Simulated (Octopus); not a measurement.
Ga: single point with PBEsol

Ga:

```
Ga
1.0
     2.77842    0.00000    0.00000
     0.00000    3.28161    0.00000
    -1.34343    0.00000    3.99027
Ga
2
Direct
  0.13460 0.75000 0.77017
  0.86540 0.25000 0.22983
```

This isn't the form of Ga at room conditions, which is orthorhombic.

```
Program             : Octopus 16.4
Task                : single point
Functional          : PBEsol
Potentials or basis : pseudodojo_pbesol (PseudoDojo 0.4, PBEsol)
Grid spacing        : 0.121 × 0.122 × 0.124 Å
k mesh              : 10 × 8 × 7
Occupations         : fermi-dirac, width 0.05 eV
Spin                : no spin polarisation
```

```yaml
Largest_force: 0.074 eV/Å
Band_gap_on_the_k_mesh: none (metal or under the smearing width)
```

Forces in eV/Å, atoms in the order of the input:
```
Ga  -0.009  0.000 -0.074
Ga   0.009  0.000  0.074
```

Levels at points of the mesh, in eV from the Fermi level:
| k point | band 9 | band 10 | band 11 | band 12 | band 13 | band 14 | band 15 | band 16 | band 17 | band 18 |
| --- | --- | --- | --- | --- | --- | --- | --- | --- | --- | --- |
| (0.00, 0.00, 0.00) | -14.73 | -14.59 | -11.40 | -2.07 | -1.45 | 1.83 | 5.60 | 9.18 | 10.33 | 10.65 |
| (0.00, 0.50, 0.00) | -14.66 | -14.66 | -7.82 | -7.82 | 1.74 | 1.74 | 2.68 | 2.68 | 11.53 | 11.53 |
| (0.50, 0.00, 0.00) | -14.64 | -14.62 | -6.26 | -5.28 | -1.39 | 0.21 | 6.19 | 6.59 | 8.71 | 9.15 |
| (0.50, 0.50, 0.00) | -14.62 | -14.62 | -2.91 | -2.91 | -1.72 | -1.72 | 2.18 | 2.18 | 4.57 | 4.57 |

It took 24 min on 1 thread of Intel(R) Xeon(R) 6975P-C (Granite Rapids) (shared host), peak memory 6 GiB.
